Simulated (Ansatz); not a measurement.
A Ba vacancy and an O vacancy, 5.09 Å apart on the ideal sites in cubic perovskite BaHfO3, 38 atoms, charge 0

All numbers come from Ansatz (PAW, plane waves, no spin–orbit coupling) at the single k point (¼, ¼, ¼) without its symmetry partners. The atoms were relaxed with PBEsol in a fixed cell; other functionals are single points on those atoms unless said otherwise. The valence top and gap of the host come from its small cell on a dense mesh, with the band extrema sought between the mesh points, lined up by the mean potential, PBEsol gap 3.58 eV, HSE06 gap 5.21 eV.

Relaxed structure:

```
Ba Hf O
1.0
     8.31519    0.00000    0.00000
     0.00000    8.31519    0.00000
     0.00000    0.00000    8.31519
Ba Hf O
7 8 23
Cartesian
  8.2373 8.2428 8.3029
  8.2383 8.2433 4.1583
  8.2313 4.2141 8.3142
  8.1507 4.2068 4.1561
  4.2090 8.2364 8.3143
  4.2017 8.1564 4.1553
  4.2124 4.2174 0.0092
  2.0993 2.1040 2.2282
  2.1016 2.1066 6.0831
  2.0784 6.2089 2.0669
  2.0817 6.2049 6.2441
  6.2040 2.0834 2.0668
  6.1997 2.0866 6.2441
  6.1963 6.2010 2.1013
  6.1934 6.1986 6.2093
  2.0313 2.0366 4.1552
  2.0503 6.2872 8.3132
  2.0215 6.3673 4.1562
  6.2824 2.0551 8.3133
  6.3629 2.0263 4.1559
  6.2382 6.2425 8.3143
  6.2951 6.3002 4.1569
  0.0582 2.0729 1.9279
  0.0652 2.0778 6.3897
  8.3077 6.2379 2.0967
  8.3081 6.2420 6.2180
  4.1051 2.0404 1.8138
  4.1114 2.0457 6.4865
  4.1445 6.3166 2.0259
  4.1453 6.3221 6.2874
  2.0680 0.0625 1.9290
  2.0726 0.0691 6.3888
  2.0361 4.1096 1.8131
  2.0413 4.1170 6.4855
  6.2331 8.3125 2.0967
  6.2369 8.3132 6.2177
  6.3115 4.1494 2.0261
  6.3172 4.1503 6.2872
```

Chemical potentials μ are those of reference phases of the elements at zero temperature by the same functional (the usual solids, diamond for C, grey Sn, and the molecules H2, N2, O2, F2, Cl2, Br2 and S8).

| functional | E(defect) − E(host) − Σ nμ + q·E_VBM (eV) | monopole (eV) | alignment (eV) | formation energy at E_F = VBM (eV) | moment (μB) | wall time, shared host |
| --- | --- | --- | --- | --- | --- | --- |
| PBEsol | 9.58 | 0.00 | 0.00 | 9.58 | 0 (no spin) | 23 s on 8 threads of Platinum 8488C (relaxation) |
| HSE06 | 9.56 | 0.00 | 0.00 | 9.56 | 0 (no spin) | 110 s on 8 threads of Platinum 8488C |

HSE06 one-electron levels near the gap (the ten most localised at most), from the host's valence top:

```tsv
level (eV)	spin	filling	atoms sharing it	element of the atom with most weight
4.08	both	0.00	10.1	Hf
```

All elements are taken at their own reference at once; growth conditions in equilibrium with the host shift these energies, by up to the host's formation enthalpy.

The ideal cubic host may itself distort, and that gain is in these energies.

One k point and a cell of this size can leave errors of several tenths of an eV in such numbers.
